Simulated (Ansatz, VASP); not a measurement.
**Two plane-wave programs on BN**

Contents of INCAR:

```
  PREC = Accurate
  ENCUT = 600
  EDIFF = 1E-7
  ISMEAR = 0
  SIGMA = 0.1
  LREAL = F
  LASPH = T
  NELM = 100
  ALGO = Normal
  ISIF = 3
  LWAVE = F
  LCHARG = F
  GGA = PE
  IBRION = 2
  NSW = 80
  EDIFFG = -0.05
```

Contents of KPOINTS:

```
Automatic mesh
0
Gamma
  8 8 8
```

POSCAR

```
BN
1.0
    0.0000000000      2.1707940970      2.1707940970
    2.1707940970      0.0000000000      2.1707940970
    2.1707940970      2.1707940970      0.0000000000
B N
1 1
Direct
    0.0000000000      0.0000000000      0.0000000000
    0.2500000000      0.2500000000      0.2500000000
```

Input for Ansatz:

```yaml
crystal:
  lattice:
    - [0.0, 2.170794097, 2.170794097]
    - [2.170794097, 0.0, 2.170794097]
    - [2.170794097, 2.170794097, 0.0]
  atoms:
    - { symbol: B, position: [0.0, 0.0, 0.0] }
    - { symbol: "N", position: [0.25, 0.25, 0.25] }
basis:
  ecutwfc: 420
kpoints:
  mp_grid: { grid: [8, 8, 8] }
hamiltonian:
  xc: pbe
scf:
  occupations: { method: gaussian, width: 0.1 }
output:
  forces: true
  stress: true
  eigenvalues: true
relax:
  adjacent_minimum: "off"
  f_tol: 0.05
  max_steps: 60
  cell: { stress_tol: 0.5 }
```

Alike in both runs: task relaxation of cell and atoms; functional PBE; k mesh 8 × 8 × 8; occupations gaussian, width 0.1 eV; no spin polarisation.

|  | VASP | Ansatz |
| --- | --- | --- |
| version | VASP 6.6.1 | Ansatz 0.2.0 |
| potentials or method | VASP PAW PBE potentials, release 64 (B, N) | scalar-relativistic, plane waves, PAW |
| plane-wave cutoff (eV) | 600 | 420 |
| valence electrons in the cell | 8 | 8 |

```csv
,VASP,Ansatz,Ansatz less VASP
"gap on the k mesh at the Fermi level, each at its own relaxed structure (eV)",4.45,4.46,+0.015
relaxed volume (Å³/atom),5.96,5.95,-0.006
relaxed cell length with the largest relative difference (Å),2.564,2.563,-0.0009
energy change over the relaxation (meV/atom),-1471,-1465,+5.6
```

Caveats: the volume moved by over 15 % at a fixed basis, so the end points are rough (VASP). A k mesh can miss the band edges.
